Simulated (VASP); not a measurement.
# NaCl (Fm-3m) in VASP: band structure with PBEsol

Aim: the band structure of NaCl with PBEsol.

Program: VASP 6.6.1. These are calculated values, not measurements. Logs are shortened: lines on timing, memory, paths and dates and some standing lists are left out, and cuts for length are marked.

## Step 1: The crystal as given

The structure is cubic, space group Fm-3m (No. 225). Conventional cell: a = 5.603 Å, b = 5.603 Å, c = 5.603 Å, α = 90.00°, β = 90.00°, γ = 90.00°. Na (site symmetry m-3m) is surrounded by 6 Cl at 2.80 Å. Cl (site symmetry m-3m) has 6 Na at 2.80 Å as nearest neighbours.

The cell was built by a generator and needn't be a form met in nature.

## Step 2: Band structure, PBEsol

INCAR

```
ALGO     = Normal         # electronic algorithm
EDIFF    = 1E-6           # SCF threshold, eV
ENCUT    = 520            # plane-wave cutoff, eV
GGA      = PS             # functional
ISIF     = 2              # what is computed and relaxed
ISMEAR   = 0              # smearing method
LASPH    = T              # aspherical terms in the spheres
LCHARG   = F              # write CHGCAR
LREAL    = F              # projectors in reciprocal space
LWAVE    = F              # write WAVECAR
NELM     = 80             # most SCF steps
PREC     = Accurate       # precision mode
SIGMA    = 0.02           # smearing width, eV
```

KPOINTS

```
k-points
0
Gamma
  8 8 8
```

POSCAR

```
NaCl                                    
1.0
    0.0000000000      2.8014639968      2.8014639968
    2.8014639968      0.0000000000      2.8014639968
    2.8014639968      2.8014639968      0.0000000000
  Na              Cl            
     1     1
Direct
     1.0000000000000000    0.0000000000000000    1.0000000000000000
     0.5000000000000000    0.5000000000000000    0.5000000000000000
```

KPOINTS_OPT

```
path GXWKGLUWLK,UX
15
line-mode
reciprocal
 0.0000000000  0.0000000000  0.0000000000  G
 0.5000000000  0.0000000000  0.5000000000  X

 0.5000000000  0.0000000000  0.5000000000  X
 0.5000000000  0.2500000000  0.7500000000  W

 0.5000000000  0.2500000000  0.7500000000  W
 0.3750000000  0.3750000000  0.7500000000  K

 0.3750000000  0.3750000000  0.7500000000  K
 0.0000000000  0.0000000000  0.0000000000  G

 0.0000000000  0.0000000000  0.0000000000  G
 0.5000000000  0.5000000000  0.5000000000  L

 0.5000000000  0.5000000000  0.5000000000  L
 0.6250000000  0.2500000000  0.6250000000  U

 0.6250000000  0.2500000000  0.6250000000  U
 0.5000000000  0.2500000000  0.7500000000  W

 0.5000000000  0.2500000000  0.7500000000  W
 0.5000000000  0.5000000000  0.5000000000  L

 0.5000000000  0.5000000000  0.5000000000  L
 0.3750000000  0.3750000000  0.7500000000  K

 0.6250000000  0.2500000000  0.6250000000  U
 0.5000000000  0.0000000000  0.5000000000  X
```

Potentials or basis: VASP PAW PBE potentials, release 64 (Na_pv, Cl).

The run is started by

```console
> cat potpaw_PBE.64/Na_pv/POTCAR potpaw_PBE.64/Cl/POTCAR > POTCAR
> mpirun -np 1 vasp_std > vasp.out
```

OUTCAR:

```text
EDIFF = 1E-6
   ENCUT = 520
   GGA = PS
   ISIF = 2
   ISMEAR = 0
   LASPH = T
   LREAL = F
   NELM = 80
   PREC = Accurate

 ion  position               nearest neighbor table
   1  0.000  0.000  0.000-
   2  0.500  0.500  0.500-

  LATTYP: Found a face centered cubic cell.
 ALAT       =     5.6029279936

  Lattice vectors:

 A1 = (   0.0000000000,   2.8014639968,   2.8014639968)
 A2 = (   2.8014639968,   0.0000000000,   2.8014639968)
 A3 = (   2.8014639968,   2.8014639968,   0.0000000000)

Analysis of symmetry for initial positions (statically):
=====================================================================
 Subroutine PRICEL returns:
 Original cell was already a primitive cell.

 Routine SETGRP: Setting up the symmetry group for a
 face centered cubic supercell.

 Subroutine GETGRP returns: Found 48 space group operations
 (whereof 48 operations were pure point group operations)
 out of a pool of 48 trial point group operations.

The static configuration has the point symmetry O_h .

Analysis of symmetry for dynamics (positions and initial velocities):
=====================================================================
 Subroutine PRICEL returns:
 Original cell was already a primitive cell.

 Routine SETGRP: Setting up the symmetry group for a
 face centered cubic supercell.

 Subroutine GETGRP returns: Found 48 space group operations
 (whereof 48 operations were pure point group operations)
 out of a pool of 48 trial point group operations.

The dynamic configuration has the point symmetry O_h .

 Subroutine INISYM returns: Found 48 space group operations
 (whereof 48 operations are pure point group operations),
 and found     1 'primitive' translations

----------------------------------------------------------------------------------------

                                     Primitive cell

  volume of cell :      43.9729

  direct lattice vectors                    reciprocal lattice vectors
     0.000000000  2.801463997  2.801463997    -0.178478110  0.178478110  0.178478110
     2.801463997  0.000000000  2.801463997     0.178478110 -0.178478110  0.178478110
     2.801463997  2.801463997  0.000000000     0.178478110  0.178478110 -0.178478110

  length of vectors
     3.961868379  3.961868379  3.961868379     0.309133155  0.309133155  0.309133155

  position of ions in fractional coordinates (direct lattice)
     0.000000000  0.000000000  0.000000000
     0.500000000  0.500000000  0.500000000

  ion indices of the primitive-cell ions
   primitive index   ion index
                 1           1
                 2           2

----------------------------------------------------------------------------------------

 KPOINTS: k-points

Automatic generation of k-mesh.
 Grid dimensions read from file:
 generate k-points for:    8    8    8

 Generating k-lattice:

  Cartesian coordinates                     Fractional coordinates (reciprocal lattice)
    -0.022309764  0.022309764  0.022309764     0.125000000  0.000000000  0.000000000
     0.022309764 -0.022309764  0.022309764     0.000000000  0.125000000  0.000000000
     0.022309764  0.022309764 -0.022309764     0.000000000  0.000000000  0.125000000

  Length of vectors
     0.038641644  0.038641644  0.038641644

  Shift w.r.t. Gamma in fractional coordinates (k-lattice)
     0.000000000  0.000000000  0.000000000

 Subroutine IBZKPT returns following result:
 ===========================================

 Found     29 irreducible k-points:

 Following reciprocal coordinates:
            Coordinates               Weight
  0.000000  0.000000  0.000000      1.000000
  0.125000  0.000000  0.000000      8.000000
  0.250000  0.000000  0.000000      8.000000
  0.375000  0.000000  0.000000      8.000000
  0.500000  0.000000  0.000000      4.000000
  0.125000  0.125000  0.000000      6.000000
[... 16 lines left out ...]
  0.500000  0.250000  0.125000     48.000000
 -0.375000  0.250000  0.125000     24.000000
 [... further k-points ...]
   k-points           NKPTS =     29   k-points in BZ     NKDIM =     29   number of bands    NBANDS=     11
   number of dos      NEDOS =    301   number of ions     NIONS =      2
   total plane-waves  NPLWV =  27000
   dimension x,y,z NGX =    30 NGY =   30 NGZ =   30
   dimension x,y,z NGXF=    60 NGYF=   60 NGZF=   60
   ions per type =               1   1
   NGX,Y,Z   is equivalent  to a cutoff of  12.59, 12.59, 12.59 a.u.
   NGXF,Y,Z  is equivalent  to a cutoff of  25.18, 25.18, 25.18 a.u.
 SYSTEM =  unknown system
   PREC   = accura    normal or accurate (medium, high low for compatibility)
   ISTART =      0    job   : 0-new  1-cont  2-samecut
   ICHARG =      2    charge: 1-file 2-atom 10-const
   ISPIN  =      1    spin polarized calculation?
   LNONCOLLINEAR =      F non collinear calculations
   LSORBIT =      F    spin-orbit coupling
   LASPH  =      T    aspherical Exc in radial PAW
   ENCUT  =  520.0 eV  38.22 Ry    6.18 a.u.   7.37  7.37  7.37*2*pi/ulx,y,z
   NELM   =     80;   NELMIN=  2; NELMDL= -5     # of ELM steps
   EDIFF  = 0.1E-05   stopping-criterion for ELM
   LREAL  =      F    real-space projection
   EDIFFG = 0.1E-04   stopping-criterion for IOM
   NSW    =      0    number of steps for IOM
   IBRION =     -1    ionic relax: 0-MD 1-quasi-New 2-CG
   NFREE  =      0    steps in history (QN), initial steepest desc. (CG)
   ISIF   =      2    stress and relaxation
   ISYM   =      2    0-nonsym 1-usesym 2-fastsym
   POTIM  = 0.5000    time-step for ionic-motion
   TEBEG  =    0.0;   TEEND  =   0.0 temperature during run
   PSTRESS=    0.0 pullay stress
   NELECT =      14.0000    total number of electrons
   NUPDOWN=      -1.0000    fix difference up-down
   EMIN   =  10.00;   EMAX   =-10.00  energy-range for DOS
   EFERMI =   0.00;   METHOD = LEGACY
   ISMEAR =     0;   SIGMA  =   0.02  broadening in eV -4-tet -1-fermi 0-gaus
   EFERMI_NEDOS =   21; number of points for ismear=-14 and -15
   IALGO  =     38    algorithm
   IMIX   =      4    mixing-type and parameters
     AMIX     =   0.40;   BMIX     =  1.00
     AMIX_MAG =   1.60;   BMIX_MAG =  1.00
  volume/ion in A,a.u.               =      21.99       148.37
  Fermi-wavevector in a.u.,A,eV,Ry     =   1.117864  2.112457 17.002124  1.249621
  Thomas-Fermi vector in A             =   2.254491
   LORBIT       =      0    0 simple, 1 ext, 2 COOP (PROOUT), +10 PAW based schemes
   GGA     = PS    functional components
   LHFCALC =     F    Hartree Fock is set to
   AEXX    =    0.0000 exact exchange contribution
   IVDW    =     0    specifies the selected vdW correction
   LEPSILON=     F    determine dielectric tensor
   LRPA    =     F    only Hartree local field effects (RPA)
 non-spin polarized calculation
 Gauss-broadening in eV      SIGMA  =   0.02
  energy-cutoff  :      520.00
  volume of cell :       43.97
 maximum number of plane-waves:      1243
 NGX is ok and might be reduce to    30
   NGX = 15   NGY = 15   NGZ = 15

 number of electron      14.0000004 magnetization

 Free energy of the ion-electron system (eV)
  ---------------------------------------------------
  ext. energy  EPLUGINS =         0.00000000
  ---------------------------------------------------
  free energy    TOTEN  =        -6.99828871 eV

  energy without entropy =       -6.99828871  energy(sigma->0) =       -6.99828871

 E-fermi :  -0.5766     XC(G=0):  -8.4210

 val. band max:       -0.6698764791   @ k =   0.0000   0.0000   0.0000
 cond. band min:       4.3350429695   @ k =   0.0000   0.0000   0.0000
 fundamental gap:      5.0049194486
 Fermi energy:        -0.5765578736

 k-point     1 :       0.0000    0.0000    0.0000
  band No.  band energies     occupation
      1     -21.2843      2.00000
      2     -21.2843      2.00000
      3     -21.2843      2.00000
      4     -13.3601      2.00000
      5      -0.6699      2.00000
      6      -0.6699      2.00000
      7      -0.6699      2.00000
      8       4.3350      0.00000
      9      10.3466      0.00000
     10      10.3466      0.00000
     11      10.3466      0.00000

 k-point     2 :       0.1250    0.0000    0.0000
  band No.  band energies     occupation
      1     -21.2893      2.00000
      2     -21.2847      2.00000
      3     -21.2847      2.00000
      4     -13.3090      2.00000
      5      -1.0631      2.00000
      6      -0.7133      2.00000
      7      -0.7133      2.00000
      8       4.8476      0.00000
      9       9.7809      0.00000
     10      10.5456      0.00000
     11      10.5456      0.00000

 k-point     3 :       0.2500    0.0000    0.0000
  band No.  band energies     occupation
      1     -21.3013      2.00000
      2     -21.2855      2.00000
      3     -21.2855      2.00000
      4     -13.1821      2.00000
      5      -1.8323      2.00000
      6      -0.8145      2.00000
      7      -0.8145      2.00000
      8       5.8256      0.00000
      9       9.2325      0.00000
     10      10.6547      0.00000
     11      10.6547      0.00000

 k-point     4 :       0.3750    0.0000    0.0000
  band No.  band energies     occupation
      1     -21.3131      2.00000
      2     -21.2864      2.00000
      3     -21.2864      2.00000
      4     -13.0495      2.00000
      5      -2.4649      2.00000
      6      -0.9114      2.00000
      7      -0.9114      2.00000
      8       6.3639      0.00000
      9       9.5535      0.00000
     10      10.3763      0.00000
     11      10.3763      0.00000
[... 239 lines left out ...]
 k-point    22 :       0.3750    0.2500    0.1250
  band No.  band energies     occupation
      1     -21.3030      2.00000
      2     -21.2906      2.00000
      3     -21.2869      2.00000
      4     -13.0994      2.00000
      5      -1.9889      2.00000
      6      -1.1640      2.00000
      7      -0.9370      2.00000
      8       6.7118      0.00000
      9       8.5335      0.00000
     10       9.8306      0.00000
     11      11.4899      0.00000

 k-point    23 :       0.5000    0.2500    0.1250
  band No.  band energies     occupation
      1     -21.3088      2.00000
      2     -21.2930      2.00000
      3     -21.2883      2.00000
      4     -13.0007      2.00000
      5      -2.2933      2.00000
      6      -1.3980      2.00000
      7      -1.0504      2.00000
      8       7.4043      0.00000
      9       8.8246      0.00000
     10       9.2037      0.00000
     11      11.2142      0.00000

 k-point    24 :      -0.3750    0.2500    0.1250
  band No.  band energies     occupation
      1     -21.3113      2.00000
      2     -21.2935      2.00000
      3     -21.2892      2.00000
      4     -12.9589      2.00000
      5      -2.4160      2.00000
      6      -1.4809      2.00000
      7      -1.1063      2.00000
      8       7.5262      0.00000
      9       8.8697      0.00000
     10       9.5062      0.00000
     11      11.0260      0.00000

 [... further k-points ...]
[... 5 lines left out ...]
  --------------------------------------------------------------------------------------
  -------------------------------------------------------------------------------------
  Total        0.0036792      0.0036792      0.0036792      0.0000000      0.0000000      0.0000000
  in kB        0.1340532      0.1340532      0.1340532      0.0000000      0.0000000      0.0000000
  external PRESSURE =       0.1340532 kB  Pullay stress =       0.0000000 kB

 VOLUME and BASIS-vectors are now :
 -----------------------------------------------------------------------------
  energy-cutoff  :      520.00
  volume of cell :       43.97
      direct lattice vectors                 reciprocal lattice vectors
     0.000000000  2.801463997  2.801463997    -0.178478110  0.178478110  0.178478110
     2.801463997  0.000000000  2.801463997     0.178478110 -0.178478110  0.178478110
     2.801463997  2.801463997  0.000000000     0.178478110  0.178478110 -0.178478110

 POSITION                                       TOTAL-FORCE (eV/Angst)
 -----------------------------------------------------------------------------------
      0.00000      0.00000      0.00000         0.000000      0.000000      0.000000
      2.80146      2.80146      2.80146         0.000000      0.000000      0.000000
 -----------------------------------------------------------------------------------
    total drift:                               -0.000000      0.000000      0.000000

  FREE ENERGIE OF THE ION-ELECTRON SYSTEM (eV)
  ---------------------------------------------------
  free  energy   TOTEN  =        -6.9982887119 eV

  energy  without entropy=       -6.9982887119  energy(sigma->0) =       -6.99828871
```

Wall time 30 s (1 thread of Intel Xeon Platinum 8488C (Sapphire Rapids), shared host); peak memory 0.17 GiB.

What came out:

* Free energy: -6.9983 eV
* Pressure: 0.0 GPa
* Band gap on the k mesh: 5.00 eV, direct
* Band gap along the path: 5.01 eV, direct

Levels at the corners of the path, in eV from the valence-band top:
| point | band 4 | band 5 | band 6 | band 7 | band 8 | band 9 | band 10 | band 11 |
| --- | --- | --- | --- | --- | --- | --- | --- | --- |
| Γ | -12.69 | 0.00 | 0.00 | 0.00 | 5.01 | 11.02 | 11.02 | 11.02 |
| X | -12.27 | -1.76 | -0.63 | -0.63 | 7.49 | 7.87 | 11.27 | 14.79 |
| X | -12.27 | -1.76 | -0.63 | -0.63 | 7.49 | 7.87 | 11.27 | 14.79 |
| W | -12.25 | -1.26 | -1.26 | -0.80 | 8.83 | 9.58 | 9.58 | 11.32 |
| W | -12.25 | -1.26 | -1.26 | -0.80 | 8.83 | 9.58 | 9.58 | 11.32 |
| K | -12.26 | -1.49 | -1.18 | -0.52 | 8.14 | 8.96 | 10.48 | 12.78 |
| K | -12.26 | -1.49 | -1.18 | -0.52 | 8.14 | 8.96 | 10.48 | 12.78 |
| Γ | -12.69 | 0.00 | 0.00 | 0.00 | 5.01 | 11.02 | 11.02 | 11.02 |
| Γ | -12.69 | 0.00 | 0.00 | 0.00 | 5.01 | 11.02 | 11.02 | 11.02 |
| L | -12.32 | -2.03 | -0.28 | -0.28 | 7.11 | 10.66 | 10.91 | 10.91 |
| L | -12.32 | -2.03 | -0.28 | -0.28 | 7.11 | 10.66 | 10.91 | 10.91 |
| U | -12.26 | -1.49 | -1.18 | -0.52 | 8.14 | 8.96 | 10.48 | 12.78 |
| U | -12.26 | -1.49 | -1.18 | -0.52 | 8.14 | 8.96 | 10.48 | 12.78 |
| W | -12.25 | -1.26 | -1.26 | -0.80 | 8.83 | 9.58 | 9.58 | 11.32 |
| W | -12.25 | -1.26 | -1.26 | -0.80 | 8.83 | 9.58 | 9.58 | 11.32 |
| L | -12.32 | -2.03 | -0.28 | -0.28 | 7.11 | 10.66 | 10.91 | 10.91 |
| L | -12.32 | -2.03 | -0.28 | -0.28 | 7.11 | 10.66 | 10.91 | 10.91 |
| K | -12.26 | -1.49 | -1.18 | -0.52 | 8.14 | 8.96 | 10.48 | 12.78 |
| U | -12.26 | -1.49 | -1.18 | -0.52 | 8.14 | 8.96 | 10.48 | 12.78 |
| X | -12.27 | -1.76 | -0.63 | -0.63 | 7.49 | 7.87 | 11.27 | 14.79 |

Caveat: the PAW data sets were made with another functional, which shifts forces and pressure a little.
